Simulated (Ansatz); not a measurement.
Rocksalt MgO, relaxed with r2SCAN in the plane-wave code Ansatz: it is cubic, Fm-3m (No. 225); conventional cell a = 4.204 Å, 9.29 Å³ an atom. Around Mg lie 6 O at 2.10 Å; around O lie 6 Mg at 2.10 Å. It was then strained (epitaxial in the plane normal to [111]), atoms relaxed again within the symmetry left. Unstrained, HSE06 gives 6.541 eV (Γ, 8×8×8 mesh), and the band edges keep their places in every row. The normal direction was relaxed to zero stress. Only one sign of strain is shown, since it lowers the symmetry, and equivalent edge states can then move with another slope on the other side. Stress is positive in compression. Spin-unpolarised throughout; all numbers are computed.

Axes as in this cell:
```xyz
2
Lattice="0.0000 2.1022 2.1022 2.1022 0.0000 2.1022 2.1022 2.1022 0.0000" Properties=species:S:1:pos:R:3 pbc="T T T"
Mg    0.0000    0.0000    0.0000
O     2.1022    2.1022    2.1022
```

```
strain (%)        ε  ΔE_g, HSE06 (eV)  Δin-plane stress (σ_xx − σ_xy), r2SCAN (GPa)
      -4.0  -0.0400            +0.542                                        +19.70
      -2.0  -0.0200            +0.283                                         +9.06
      -1.0  -0.0100            +0.144                                         +4.35
     -0.33  -0.0033            +0.048                                         +1.39
```

**Fit ΔE_g = a x + b x² to these rows by least squares, with x = ε.** The normal equations take Σx² = 2.111e-03, Σx³ = -7.304e-05, Σx⁴ = 2.730e-06, ΣxΔE = -2.894e-02 and Σx²ΔE = 9.953e-04, and give a = -14.72 eV, b = -29.2 eV; the largest residual is 0.000 eV.

**Fit the change of in-plane stress (σ_xx − σ_xy) in the same way.** Δin-plane stress (σ_xx − σ_xy) = -414.4 x + (1952) x² GPa. The slope, 414 GPa, is the biaxial modulus of the film.

**Predict the withheld row at -3.0 % (x = -0.0300).** ΔE_g ≈ -14.72 × (-0.0300) + (-29.2) × (-0.0300)² = +0.415 eV, and Δin-plane stress (σ_xx − σ_xy) ≈ +14.19 GPa. The runs give +0.416 eV and +14.17 GPa, off by +0.001 eV and -0.02 GPa.
